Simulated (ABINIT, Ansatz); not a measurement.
Planning a run of ABINIT 10.8.3 on BaS (Fm-3m). The input:

```
acell 3*1.0 Angstrom
rprim 
  0.000000000000 3.193750000000 3.193750000000
  3.193750000000 0.000000000000 3.193750000000
  3.193750000000 3.193750000000 0.000000000000
ntypat 2
znucl 56 16
natom 2
typat 1 2
xred 
  0.000000000000 0.000000000000 0.000000000000
  0.500000000000 0.500000000000 0.500000000000
pp_dirpath "pseudos"
pseudos "Ba.upf, S.upf"
ecut 20
ngkpt 4 4 4
nshiftk 1
shiftk 0 0 0
kptopt 1
chksymbreak 0
istwfk *1
occopt 1
irdwfk 1
optdriver 3
nband 155
ecuteps 5.6
inclvkb 2
awtr 1
symchi 1
indata_prefix "in"
outdata_prefix "out"
tmpdata_prefix "tmp"
```

```sh
OMP_NUM_THREADS=1 mpirun -n 4 abinit run.abi > log
```

Q: How long will it take on 4 MPI ranks of Arm Neoverse V1, shared host, and how much memory?

It took 30 s; on shared hardware allow 15 s to 61 s. Peak host memory was 0.79 GiB.

[Paths, hosts, dates, memory and timing lines, banners, echoed tables and standing remarks are left out of the program output.]

[Logs are printed without paths, hosts, clocks, repeated set-up lines and the standing remarks that a program may print on its own settings, such as how far it seeks lower states.]

[Runs of the session that timed out or met a known fault of the program may be left out.]

[Hosts, paths, dates, database ids (printed as entryN), source tags and the programs' standing remarks are cut or masked in the printed files.]

[G0W0 gaps are taken among the corrected bands and points alone; a level outside them can change the order at an edge.]

[Where Ansatz stands beside ABINIT at settings called matched, ABINIT's density can come from a denser mesh and the files from another edition; pairs whose starting gaps differed by over 0.03 eV were left out, so agreement reads better than it is.]
